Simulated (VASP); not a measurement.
# Fe: convergence, energy along a vibration (SMASS = -2)

Fe, atoms displaced along the mode, 2 atoms in the cell. PBE, energy along a line of displacements; PAW potentials Fe (PBE set). VASP 6.6.1.

Wanted: harmonic frequency within 1 %.

Mode: mode at H.

POSCAR of the starting run:
```
Fe
1.0
    2.8860000000      0.0000000000      0.0000000000
    0.0000000000      2.8860000000      0.0000000000
    0.0000000000      0.0000000000      2.8860000000
Fe
2
Direct
   -0.0138600139      0.0000000000      0.0000000000
    0.5138600139      0.5000000000      0.5000000000

    0.0100000000   0.0000000000   0.0000000000
   -0.0100000000   0.0000000000   0.0000000000
```

The series start from k mesh: 7 × 7 × 7; Cutoff (eV): 360; Step along the mode (Å): 0.02; Electronic threshold (eV): 1e-7; Smearing width (eV): 0.15; Precision and projection: Accurate, reciprocal space. Each series keeps the choices made before it, and each single choice may use up half of a tolerance.

## k mesh

| k mesh | Harmonic frequency (THz) | Time (s) |
|---|---|---|
| 3 × 3 × 3 | 9.47 | 13 |
| 4 × 4 × 4 | 7.593 | 25 |
| 5 × 5 × 5 | 8.616 | 29 |
| 7 × 7 × 7 | 8.194 | 63 |
| 8 × 8 × 8 | 8.333 | 74 |
| 10 × 10 × 10 | 8.366 | 140 |
| 13 × 13 × 13 (reference) | 8.148 | 286 |

Chosen: 13 × 13 × 13; the next looser run is off by more than half of the tolerance, so convergence isn't shown beyond this value.

## Cutoff (eV)

| Cutoff (eV) | Harmonic frequency (THz) | Time (s) |
|---|---|---|
| 190 | 7.555 | 104 |
| 230 | 7.689 | 108 |
| 270 | 8.165 | 142 |
| 320 | 8.161 | 292 |
| 360 | 8.148 | 286 |
| 410 (reference) | 8.177 | 358 |

Chosen: 270, the loosest value from which every tighter one stays within half of the tolerance.

## Electronic threshold (eV)

| Electronic threshold (eV) | Harmonic frequency (THz) | Time (s) |
|---|---|---|
| 0.001 | 8.152 | 108 |
| 0.0001 | 8.152 | 128 |
| 1e-5 | 8.153 | 154 |
| 1e-6 | 8.153 | 177 |
| 1e-7 | 8.153 | 223 |
| 1e-8 (reference) | 8.153 | 230 |

Chosen: 0.001.

## Smearing width (eV)

| Smearing width (eV) | Harmonic frequency (THz) | Time (s) |
|---|---|---|
| 0.4 | 8.095 | 136 |
| 0.3 | 8.149 | 106 |
| 0.2 | 8.168 | 103 |
| 0.15 | 8.152 | 108 |
| 0.1 (reference) | 8.123 | 110 |

Chosen: 0.15.

## Precision and projection

| Precision and projection | Harmonic frequency (THz) | Time (s) |
|---|---|---|
| Accurate, reciprocal space | 8.152 | 108 |
| Normal, reciprocal space | 8.155 | 76 |
| Normal, Auto | 8.163 | 125 |

Chosen: Normal, reciprocal space, the fastest of those that stay within half of the tolerance.

Also changed on the way, by series that aren't shown: Step along the mode (Å): 0.08.

## All choices together

| Input | Harmonic frequency (THz) | Time (s) |
|---|---|---|
| defaults on a coarse mesh (naive) | 7.633 | 3.8 |
| chosen settings | 8.155 | 76 |
| reference settings throughout | 8.165 | 394 |

The chosen settings stay within the tolerance of the reference run, but the reference itself isn't shown to be converged in: k mesh.

## The input

INCAR:
```
SYSTEM = Fe
  GGA = PE
  PREC = Normal
  ENCUT = 270
  EDIFF = 0.001
  ALGO = Normal
  LREAL = .FALSE.
  LASPH = .TRUE.
  ISMEAR = 1
  SIGMA = 0.15
  ISYM = 0
  LWAVE = .FALSE.
  LCHARG = .FALSE.
  IBRION = 0
  SMASS = -2
  POTIM = 1
  NSW = 9
  NELMIN = 4
  KPAR = 2
  ISPIN = 2
  MAGMOM = 3 3
```

KPOINTS:
```
Automatic mesh
0
Gamma
  13 13 13
  0 0 0
```

POSCAR:
```
Fe
1.0
    2.8860000000      0.0000000000      0.0000000000
    0.0000000000      2.8860000000      0.0000000000
    0.0000000000      0.0000000000      2.8860000000
Fe
2
Direct
   -0.0554400554      0.0000000000      0.0000000000
    0.5554400554      0.5000000000      0.5000000000

    0.0400000000   0.0000000000   0.0000000000
   -0.0400000000   0.0000000000   0.0000000000
```

Commands:
```
cat potpaw_PBE.64/Fe/POTCAR > POTCAR
mpirun -np 2 vasp_std > vasp.out
```

Limits: NELMIN = 4 forces that many electronic steps, so a loose EDIFF looks better here than it is.

The chosen input took VASP 6.6.1 76 s on 2 cores (Intel Xeon 6975P-C (Granite Rapids)), a shared host.

## An input that fails: electronic threshold far too loose

It runs to its end, but against the unchanged starting input it is off by 14 % in the harmonic frequency.

Changes against the starting input:
```
- EDIFF = 1e-07
- NELMIN = 4
+ EDIFF = 0.1
```
